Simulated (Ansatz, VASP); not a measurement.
One calculation of GaN, two programs

```
Ga N
1.0
     3.21536    0.00000    0.00000
     1.60768    2.78458    0.00000
     1.60768    0.92819    2.62533
Ga N
1 1
Direct
  0.00000 0.00000 0.00000
  0.75000 0.75000 0.75000
```

Alike in both runs: functional PBE; k mesh 4 × 4 × 4; no spin polarisation.

Ansatz relaxed the structure, and its values are those at the end. VASP's run is a single point on that final structure, the one shown.

```csv
,VASP,Ansatz
version,VASP 6.6.1,Ansatz 0.2.0
potentials or method,"VASP PAW PBE potentials, release 64 (Ga_d, N)","plane waves, PAW"
plane-wave cutoff (eV),520,470
occupations,"gaussian, width 0.01 eV",fixed
valence electrons in the cell,18,18
```

VASP gave:

| Item | Value |
| --- | --- |
| gap on the k mesh at the Fermi level (eV) | 1.53 |
| pressure (GPa) | 0.1 |

**Question.** Which values does Ansatz return?

**Answer.** gap on the k mesh at the Fermi level (eV): 1.53; pressure (GPa): 0.0.

Ansatz warned: «end_state_compared».

Caveats: the k mesh is coarse (spacing up to 0.60 Å⁻¹), so the values aren't converged. Expect the measured gap to be larger: semilocal functionals such as PBE lack the derivative discontinuity.
